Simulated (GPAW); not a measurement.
Se, 3 atoms in the cell. It takes space group P3_121 (No. 152, trigonal). Conventional cell: a = 4.366 Å, b = 4.366 Å, c = 4.954 Å, α = 90.00°, β = 90.00°, γ = 120.00°. Se (site symmetry 2) is surrounded by 2 Se at 2.37 Å. 

| Item | Value |
| --- | --- |
| Program | GPAW 26.7.0 |
| Task | relaxation of cell and atoms |
| Functional | PBEsol |
| Potentials or basis | PAW data sets generated in the run's folder for this functional |
| Cutoff | 600 eV |
| Basis | pw |
| k mesh | 6 × 6 × 5 |
| Occupations | fermi-dirac, width 0.05 eV |
| Spin | no spin polarisation |
| Target pressure | 5 GPa |
| Maxiter | 150 |
| Optimizer | BFGS |
| Fmax | 0.02 eV/Å |
| Max steps | 60 |
| Target pressure | 5 GPa |
| Convergence | density=1e-05 forces=0.0001 |

Potentials or basis: PAW data sets generated in the run's folder for this functional, pw.

The run is started by

```sh
$ gpaw-setup -f PBEsol Se
$ OMP_NUM_THREADS=1 python run.py
```

Hardware: 1 thread of Arm Neoverse V1, with other jobs on the host.

Q: How long does it take, and how much memory?

A: Run time: 9.1 min on 1 thread of Arm Neoverse V1 (shared host), peak memory 0.4 GiB. Counts: scf iterations 145, plane waves 2744, bands 19, k points 55, ion steps 14.
